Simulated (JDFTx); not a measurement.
# Zn (P6_3/mmc) in JDFTx: a series of runs

One crystal, Zn, is run at these levels: LDA; tasks: equation of state.

Program: JDFTx 1.7.0 (patched build). These are calculated values, not measurements. Logs are shortened: lines on timing, memory, paths and dates and some standing lists are left out, and cuts for length are marked. The log counts tension as positive stress, the text compression.

**1. Starting point**

The structure is hexagonal, space group P6_3/mmc (No. 194). Conventional cell: a = 2.670 Å, b = 2.670 Å, c = 4.966 Å, α = 90.00°, β = 90.00°, γ = 120.00°. Zn (site symmetry -6m2) is surrounded by 12 Zn at 2.67 to 2.92 Å.

**2. Equation of state, LDA, 14.41 Å³/atom (volume scaled by 0.94)**

Zn.in reads:

```
include Zn.lattice
coords-type Lattice
include Zn.ionpos

ion-species pseudo/Zn.upf
elec-cutoff 36 288
elec-ex-corr lda-PW
kpoint-folding 11 11 6
elec-smearing Fermi 0.0018374661
elec-n-bands 27
electronic-SCF nIterations 100 energyDiffThreshold 1e-09
electronic-minimize nIterations 30 energyDiffThreshold 1e-7
forces-output-coords Cartesian

dump-name run.$VAR
dump End Ecomponents EigStats BandEigs Kpoints Forces Stress
```

Zn.lattice reads:

```
lattice \
    4.9425690608    -2.4712845303     0.0000000000 \
    0.0000000000     4.2803903667     0.0000000000 \
    0.0000000000     0.0000000000     9.1928082232
```

Zn.ionpos reads:

```
ion Zn     0.6666666667     0.3333333333     0.7500000000 1
ion Zn     0.3333333333     0.6666666667     0.2500000000 1
```

Potentials or basis: PseudoDojo-SR-LDA-0.4.1-standard with smoothed tails.

Run with:

```bash
jdftx -c 1 -i Zn.in -o Zn.out
```

The log of the run:

```text
*************** JDFTx 1.7.0 (patched build) ***************

Input parsed successfully to the following command list (including defaults):

basis kpoint-dependent
coords-type Lattice
core-overlap-check vector
coulomb-interaction Periodic
davidson-band-ratio 1.1
dump End Forces BandEigs EigStats Ecomponents Stress Kpoints
dump-name run.$VAR
elec-cutoff 36 288
elec-eigen-algo Davidson
elec-ex-corr lda-PW
elec-n-bands 27 1
elec-smearing Fermi 0.00183747
electronic-minimize  \
	dirUpdateScheme      FletcherReeves \
	linminMethod         DirUpdateRecommended \
	nIterations          30 \
	history              15 \
	knormThreshold       0 \
	maxThreshold         no \
	energyDiffThreshold  1e-07 \
	nEnergyDiff          2 \
	convergeAll          no \
	alphaTstart          1 \
	alphaTmin            1e-10 \
	updateTestStepSize   yes \
	alphaTreduceFactor   0.1 \
	alphaTincreaseFactor 3 \
	nAlphaAdjustMax      3 \
	wolfeEnergy          0.0001 \
	wolfeGradient        0.9 \
	abortOnFailedStep    no \
	fdTest               no
electronic-scf  \
	nIterations	100 \
	energyDiffThreshold	1e-09 \
	residualThreshold	1e-07 \
	mixFraction	0.5 \
	qMetric	0.8 \
	history	10 \
	nEigSteps	2 \
	eigDiffThreshold	1e-08 \
	mixedVariable	Density \
	qKerker	0.8 \
	qKappa	-1 \
	verbose	no \
	mixFractionMag	1.5
exchange-regularization WignerSeitzTruncated
fluid None
fluid-ex-corr lda-TF lda-PZ
fluid-gummel-loop 10 1.000000e-05
fluid-minimize  \
	dirUpdateScheme      PolakRibiere \
	linminMethod         DirUpdateRecommended \
	nIterations          100 \
	history              15 \
	knormThreshold       0 \
	maxThreshold         no \
	energyDiffThreshold  0 \
	nEnergyDiff          2 \
	convergeAll          no \
	alphaTstart          1 \
	alphaTmin            1e-10 \
	updateTestStepSize   yes \
	alphaTreduceFactor   0.1 \
	alphaTincreaseFactor 3 \
	nAlphaAdjustMax      3 \
	wolfeEnergy          0.0001 \
	wolfeGradient        0.9 \
	abortOnFailedStep    no \
	fdTest               no
fluid-solvent H2O 55.338 ScalarEOS \
	epsBulk 78.4 \
	pMol 0.92466 \
	epsInf 1.77 \
	Pvap 1.06736e-10 \
	sigmaBulk 4.62e-05 \
	Rvdw 2.61727 \
	Res 1.42 \
	tauNuc 343133 \
	poleEl 15 7 1
forces-output-coords Cartesian
ion Zn   0.666666666700000   0.333333333300000   0.750000000000000 1
ion Zn   0.333333333300000   0.666666666700000   0.250000000000000 1
[... 92 lines left out ...]
[          0         -0   0.683489  ]
Minimum fftbox size, Smin = [  28  28  52  ]
Chosen fftbox size, S = [  28  28  54  ]

---------- Exchange Correlation functional ----------
Initalized Slater LDA exchange.
Initalized Perdew-Wang LDA correlation.

---------- Setting up pseudopotentials ----------
Width of ionic core gaussian charges (only for fluid interactions / plotting) set to 0

Reading pseudopotential file 'pseudo/Zn.upf':
  'Zn' pseudopotential, 'SLA  PW   NOGX NOGC' functional
  Generated using ONCVPSP code by D. R. Hamann
  20 valence electrons, 4 orbitals, 6 projectors, 1001 radial grid points, with lMax = 2
    3S    l: 0   occupation:  2.0   eigenvalue: -4.726958
    3P    l: 1   occupation:  6.0   eigenvalue: -3.059874
    3D    l: 2   occupation: 10.0   eigenvalue: -0.383098
    4S    l: 0   occupation:  2.0   eigenvalue: -0.228564
  Core radius for overlap checks: 1.79 bohrs.

Initialized 1 species with 2 total atoms.

Folded 1 k-points by 11x11x6 to 726 k-points.

---------- Setting up k-points, bands, fillings ----------
Reduced to 64 k-points under symmetry.
Computing the number of bands and number of electrons
Calculating initial fillings.
nElectrons:  40.000000   nBands: 27   nStates: 64

----- Setting up reduced wavefunction bases (one per k-point) -----
average nbasis = 2006.544 , ideal nbasis = 2006.467

---------- Setting up ewald sum ----------
Optimum gaussian width for ewald sums = 2.059206 bohr.
Real space sum over 1521 unit cells with max indices [  6  6  4  ]
Reciprocal space sum over 2057 terms with max indices [  5  5  8  ]

---------- Allocating electronic variables ----------
Initializing wave functions:  linear combination of atomic orbitals
Note: number of bands (27) exceeds available atomic orbitals (20)
Zn pseudo-atom occupations:   s ( 2 2 )  p ( 6 )  d ( 10 )
	FillingsUpdate:  mu: +0.595410583  nElectrons: 40.000000
LCAOMinimize: Iter:   0  F: -413.0768373572763039  |grad|_K:  6.753e-04  alpha:  1.000e+00
	FillingsUpdate:  mu: +0.599565079  nElectrons: 40.000000
LCAOMinimize: Iter:   1  F: -413.0828209931622155  |grad|_K:  1.216e-05  alpha:  6.128e-01  linmin:  1.711e-01  cgtest: -9.244e-01
	FillingsUpdate:  mu: +0.599568785  nElectrons: 40.000000
[... 8 lines of inner loops ...]
	FillingsUpdate:  mu: +0.599500757  nElectrons: 40.000000
LCAOMinimize: Iter:   5  F: -413.0828234274708279  |grad|_K:  3.892e-09  alpha:  2.684e-01  linmin: -1.146e-01  cgtest:  9.990e-01
LCAOMinimize: Encountered beta<0, resetting CG.
LCAOMinimize: Converged (|Delta F|<1.000000e-06 for 2 iters).

-------- Electronic minimization -----------
Will mix electronic density at each iteration.
	FillingsUpdate:  mu: +0.599500757  nElectrons: 40.000000
	FillingsUpdate:  mu: +0.567347489  nElectrons: 40.000000
SCF: Cycle:  0   F: -413.148140554309805   dF: -6.532e-02   |Residual|: 2.931e-02   |deigs|: 5.142e-02
	FillingsUpdate:  mu: +0.568003241  nElectrons: 40.000000
SCF: Cycle:  1   F: -413.148700717826841   dF: -5.602e-04   |Residual|: 1.264e-02   |deigs|: 5.591e-03
	FillingsUpdate:  mu: +0.568385703  nElectrons: 40.000000
SCF: Cycle:  2   F: -413.148734298506781   dF: -3.358e-05   |Residual|: 4.055e-03   |deigs|: 1.589e-03
	FillingsUpdate:  mu: +0.568322737  nElectrons: 40.000000
SCF: Cycle:  3   F: -413.148737187247605   dF: -2.889e-06   |Residual|: 1.535e-03   |deigs|: 8.108e-04
	FillingsUpdate:  mu: +0.568422457  nElectrons: 40.000000
SCF: Cycle:  4   F: -413.148738509262500   dF: -1.322e-06   |Residual|: 4.661e-04   |deigs|: 4.985e-04
	FillingsUpdate:  mu: +0.568413259  nElectrons: 40.000000
SCF: Cycle:  5   F: -413.148738606490042   dF: -9.723e-08   |Residual|: 1.086e-04   |deigs|: 1.176e-04
	FillingsUpdate:  mu: +0.568409623  nElectrons: 40.000000
SCF: Cycle:  6   F: -413.148738615494494   dF: -9.004e-09   |Residual|: 4.584e-05   |deigs|: 6.843e-05
	FillingsUpdate:  mu: +0.568410516  nElectrons: 40.000000
SCF: Cycle:  7   F: -413.148738617257379   dF: -1.763e-09   |Residual|: 1.665e-05   |deigs|: 5.481e-05
	FillingsUpdate:  mu: +0.568411169  nElectrons: 40.000000
SCF: Cycle:  8   F: -413.148738617653748   dF: -3.964e-10   |Residual|: 5.095e-06   |deigs|: 4.669e-05
	FillingsUpdate:  mu: +0.568411015  nElectrons: 40.000000
SCF: Cycle:  9   F: -413.148738617749416   dF: -9.567e-11   |Residual|: 3.429e-06   |deigs|: 3.997e-05
SCF: Converged (|Delta E|<1.000000e-09 for 2 iters).

Setting wave functions to eigenvectors of Hamiltonian

# Stress tensor in Cartesian coordinates [Eh/a0^3]:
[  0.000340144            0            0  ]
[            0  0.000340144            0  ]
[            0            0  0.000344653  ]

# Ionic positions in lattice coordinates:
ion Zn   0.666666666666667   0.333333333333333   0.750000000000000 1
ion Zn   0.333333333333333   0.666666666666667   0.250000000000000 1

# Forces in Cartesian coordinates:
force Zn   0.000000000000000  -0.000000000000000  -0.000000000000000 1
force Zn  -0.000000000000000   0.000000000000000  -0.000000000000000 1

# Energy components:
   Eewald =     -250.5488659359174903
       EH =      135.8836862627382800
     Eloc =     -346.9903352787342214
      Enl =      -95.8903085320569346
      Exc =      -44.2744268291771661
 Exc_core =        4.6920543066501592
       KE =      183.9796252874334357
-------------------------------------
     Etot =     -413.1485707190639687
       TS =        0.0001678986854661
-------------------------------------
        F =     -413.1487386177494159

IonicMinimize: Iter:   0  F: -413.148738617749416  |grad|_K:  2.250e-35
IonicMinimize: Converged (|grad|_K<1.000000e-04).

#--- Lowdin population analysis ---
# oxidation-state Zn +0.563 +0.563

Dumping 'run.eigStats' ...
	eMin: -4.052067 at state 0 ( [ +0.000000 +0.000000 +0.000000 ] spin 0 )
	HOMO: +0.567892 at state 62 ( [ +0.272727 +0.363636 +0.333333 ] spin 0 )
	mu  : +0.568411
	LUMO: +0.570613 at state 9 ( [ +0.000000 +0.181818 +0.166667 ] spin 0 )
	eMax: +1.329572 at state 47 ( [ +0.181818 +0.181818 +0.500000 ] spin 0 )
	HOMO-LUMO gap: +0.002721
	Optical gap  : +0.037112 at state 44 ( [ +0.181818 +0.181818 +0.000000 ] spin 0 )
Done!
```

It took 77 s on 1 thread of Intel Xeon Platinum 8488C (Sapphire Rapids), shared host; peak memory 0.18 GiB.

Results:

```yaml
Free_energy: -11242.3499 eV
Band_gap_on_the_k_mesh: none (metal or under the smearing width)
```

Caveat: the cutoff is too short for stress, so the log's stress isn't used.

**3. Equation of state, LDA, 14.72 Å³/atom (volume scaled by 0.96)**

Zn.in is that of step 2.

Zn.lattice reads:

```
lattice \
    4.9773770320    -2.4886885160     0.0000000000 \
    0.0000000000     4.3105349539     0.0000000000 \
    0.0000000000     0.0000000000     9.2575484423
```

Zn.ionpos is that of step 2.

Potentials or basis: PseudoDojo-SR-LDA-0.4.1-standard with smoothed tails.

Run with:

```bash
jdftx -c 1 -i Zn.in -o Zn.out
```

Wall time 83 s (1 thread of Intel Xeon Platinum 8488C (Sapphire Rapids), shared host); peak memory 0.19 GiB.

Results (log left out):

```
Free energy            : -11242.3267 eV
Band gap on the k mesh : none (metal or under the smearing width)
```

Caveat: the cutoff is too short for stress, so the log's stress isn't used.

**4. Equation of state, LDA, 15.02 Å³/atom (volume scaled by 0.98)**

Zn.in is that of step 3.

Zn.lattice reads:

```
lattice \
    5.0117048549    -2.5058524275     0.0000000000 \
    0.0000000000     4.3402637205     0.0000000000 \
    0.0000000000     0.0000000000     9.3213956215
```

Zn.ionpos is that of step 3.

Run with:

```bash
jdftx -c 1 -i Zn.in -o Zn.out
```

Run time: 75 s. Hardware: 1 thread of Intel Xeon Platinum 8488C (Sapphire Rapids), shared host; peak memory 0.19 GiB.

The run converged. Its results:

| Quantity | Value |
| --- | --- |
| Free energy | -11242.2981 eV |
| Band gap on the k mesh | none (metal or under the smearing width) |

Caveat: the cutoff is too short for stress, so the log's stress isn't used.

**5. Equation of state, LDA, 15.33 Å³/atom**

Zn.in is that of step 4.

Zn.lattice reads:

```
lattice \
    5.0455687528    -2.5227843764     0.0000000000 \
    0.0000000000     4.3695907164     0.0000000000 \
    0.0000000000     0.0000000000     9.3843799349
```

Zn.ionpos is that of step 4.

Run with:

```bash
jdftx -c 1 -i Zn.in -o Zn.out
```

It took 78 s on 1 thread of Intel Xeon Platinum 8488C (Sapphire Rapids), shared host; peak memory 0.19 GiB.

It converged, with:

```
Free energy            : -11242.2649 eV
Band gap on the k mesh : none (metal or under the smearing width)
```

Caveat: the cutoff is too short for stress, so the log's stress isn't used.

**6. Equation of state, LDA, 15.64 Å³/atom (volume scaled by 1.02)**

Zn.in is that of step 5.

Zn.lattice reads:

```
lattice \
    5.0789840891    -2.5394920447     0.0000000000 \
    0.0000000000     4.3985292466     0.0000000000 \
    0.0000000000     0.0000000000     9.4465299576
```

Zn.ionpos is that of step 5.

Potentials or basis: PseudoDojo-SR-LDA-0.4.1-standard with smoothed tails.

Run with:

```bash
jdftx -c 1 -i Zn.in -o Zn.out
```

Wall time 85 s (1 thread of Intel Xeon Platinum 8488C (Sapphire Rapids), shared host); peak memory 0.2 GiB.

It converged, with:

```yaml
Free_energy: -11242.2280 eV
Band_gap_on_the_k_mesh: none (metal or under the smearing width)
```

Caveat: the cutoff is too short for stress, so the log's stress isn't used.

**7. Equation of state, LDA, 15.94 Å³/atom (volume scaled by 1.04)**

Zn.in is that of step 6.

Zn.lattice reads:

```
lattice \
    5.1119654295    -2.5559827147     0.0000000000 \
    0.0000000000     4.4270919252     0.0000000000 \
    0.0000000000     0.0000000000     9.5078727801
```

Zn.ionpos is that of step 6.

Run with:

```bash
jdftx -c 1 -i Zn.in -o Zn.out
```

It took 84 s on 1 thread of Intel Xeon Platinum 8488C (Sapphire Rapids), shared host; peak memory 0.2 GiB.

It converged, with:

```yaml
Free_energy: -11242.1871 eV
Band_gap_on_the_k_mesh: none (metal or under the smearing width)
```

Caveat: the cutoff is too short for stress, so the log's stress isn't used.

**8. Equation of state, LDA, 16.25 Å³/atom (volume scaled by 1.06)**

Zn.in is that of step 7.

Zn.lattice reads:

```
lattice \
    5.1445265968    -2.5722632983     0.0000000000 \
    0.0000000000     4.4552907233     0.0000000000 \
    0.0000000000     0.0000000000     9.5684341120
```

Zn.ionpos is that of step 7.

Run with:

```bash
jdftx -c 1 -i Zn.in -o Zn.out
```

Run time: 92 s. Hardware: 1 thread of Intel Xeon Platinum 8488C (Sapphire Rapids), shared host; peak memory 0.2 GiB.

The run converged. Its results:

```
Free energy            : -11242.1435 eV
Band gap on the k mesh : none (metal or under the smearing width)
```

Caveat: the cutoff is too short for stress, so the log's stress isn't used.

**9. Equation of state, LDA**

Potentials or basis: PseudoDojo-SR-LDA-0.4.1-standard with smoothed tails.

This step only gathers the single runs of the series.

What came out:

```yaml
Equilibrium_volume: "13.54 Å³/atom (rough: see the caveat)"
Bulk_modulus_at_fixed_shape_and_positions: 99 GPa (rough)
```

Energy against volume, from the lowest point:
| volume (Å³/atom) | energy (meV/atom) |
| --- | --- |
| 14.410 | 0.00 |
| 14.716 | 11.61 |
| 15.023 | 25.92 |
| 15.330 | 42.49 |
| 15.636 | 60.94 |
| 15.943 | 81.41 |
| 16.249 | 103.20 |

Caveat: the minimum lies outside the volumes run; the cell was scaled at fixed shape and fractional positions, which overstates the stiffness of a crystal with free parameters, most of all of layers and chains.
